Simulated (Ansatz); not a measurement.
# Al2Cu: strain energy, fitted

Al2Cu, Fm-3m, a = 5.734 Å. The structure is a Materials Project entry; whether it is the stable form wasn't checked. Ansatz: r2SCAN, PAW, 500 eV, Γ-centred 10×10×6 mesh on 6 atoms, Gaussian smearing 0.10 eV; no spin polarisation. Series: biaxial strain in the a-b plane, c and atoms relaxed; x is the strain in per cent. The axes a, b, c are those of the computed cell (4.055, 4.055, 5.734 Å), along [1 1 0], [-1 1 0], [0 0 1] of the cell named above. y is the free energy over the unstrained cell, V0 = 15.712 Å³/atom.

```tsv
x (%)	y (meV/atom)
-6.0	73.69
-4.0	35.83
-2.0	10.79
0.0	0.00
2.0	?
4.0	27.17
6.0	61.98
```

Task: Fit y = c2 x² + c3 x³ to the other rows, turn c2 into a modulus, and predict the missing energy.

Result: Least squares on the rows shown. y = 1.9020 x² − 0.030611 x³. In eV per unit strain² c2 is 19.02; M is the biaxial modulus (E = M V0 ε²): 19.02 × 160.2 / (15.712) = 194 GPa. With a term in x⁴ added, the coefficient of x² becomes 2.089, 10 % more, which shows how far this figure hangs on the form. At x = 2.0 the fit asked for gives 7.36 meV/atom. The run gave 5.74 meV/atom, so the fit is 1.62 meV/atom too high, within the rms miss on the fitted rows (2.20 meV/atom): the form describes this series only roughly.